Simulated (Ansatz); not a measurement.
The system is InSe.

```
In Se
1.0
     5.82639   -2.05465    0.00000
     5.82639    2.05465    0.00000
    -1.72323    0.00000    4.77135
In Se
2 2
Direct
  0.88820 0.88820 0.04684
  0.11180 0.11180 0.95316
  0.66093 0.66093 0.66896
  0.33907 0.33907 0.33104
```

The cell comes from a database or a generator and needn't be the stable form of this composition.

```yaml
Program: Ansatz 0.2.0
Task: relaxation of cell and atoms
Functional: PBE
Potentials_or_basis: Ansatz PAW
Cutoff: "420 eV (not typed: the program's choice for these potentials)"
k_mesh: 5 × 5 × 5
Occupations: fermi-dirac, width 0.05 eV
Spin: no spin polarisation
```

At the start: volume 28.56 Å³/atom.

Problem. How do energy, volume and symmetry change on relaxing?

Solution. It ends after 9 steps and the volume is 31.51 Å³/atom (+10.3 %); space group C2/m (No. 12, to 0.05 Å).

Step by step:
| step | energy change (eV) | largest force (eV/Å) | volume (Å³) |
| --- | --- | --- | --- |
| 1 | 0.0000 | 0.2359 | 114.24 |
| 2 | -0.0156 | 0.0233 | 116.62 |
| 3 | -0.0177 | 0.0044 | 118.35 |
| 4 | -0.0206 | 0.0421 | 120.23 |
| 5 | -0.0230 | 0.0275 | 123.72 |
| 6 | -0.0235 | 0.0119 | 126.05 |
| 7 | -0.0236 | 0.0112 | 125.94 |
| 8 | -0.0236 | 0.0047 | 126.06 |
| 9 | -0.0258 | 0.0046 | 126.06 |

Final structure:
```
In Se
1.0
     5.76640   -2.06853   -0.03398
     5.76640    2.06853   -0.03398
    -1.73332    0.00000    5.29431
In Se
2 2
Direct
  0.88797 0.88797 0.05310
  0.11203 0.11203 0.94690
  0.66560 0.66560 0.68946
  0.33440 0.33440 0.31054
```

Caveat: the plane-wave basis is chosen anew once the cell has moved, so the energies of steps on either side of that aren't comparable.
